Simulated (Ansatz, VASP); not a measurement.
## AlN in VASP and in Ansatz

```
Al N
1.0
     0.00000    2.16283    2.16283
     2.16283    0.00000    2.16283
     2.16283    2.16283    0.00000
Al N
1 1
Direct
  0.00000 0.00000 0.00000
  0.75000 0.75000 0.75000
```

Alike in both runs: task single point; functional r2SCAN; k mesh 10 × 10 × 10; occupations gaussian, width 0.02 eV; no spin polarisation.

```csv
,VASP,Ansatz
version,VASP 6.6.1,Ansatz 0.2.0
potentials or method,"VASP PAW PBE potentials, release 64 (Al, N)","scalar-relativistic, plane waves, PAW"
plane-wave cutoff (eV),520,500
valence electrons in the cell,8,8
```

```tsv
	VASP	Ansatz	Ansatz less VASP
gap on the k mesh at the Fermi level (eV)	3.96	3.97	+0.008
least direct gap on the mesh (eV)	5.17	5.13	-0.041
pressure (GPa)	6.4	6.8	+0.37
```

Caveats: the PAW data sets were made with another functional, which shifts forces and pressure a little (VASP). A k mesh can miss the band edges. r2SCAN opens gaps a little over a GGA but as a rule still falls short of measured ones.
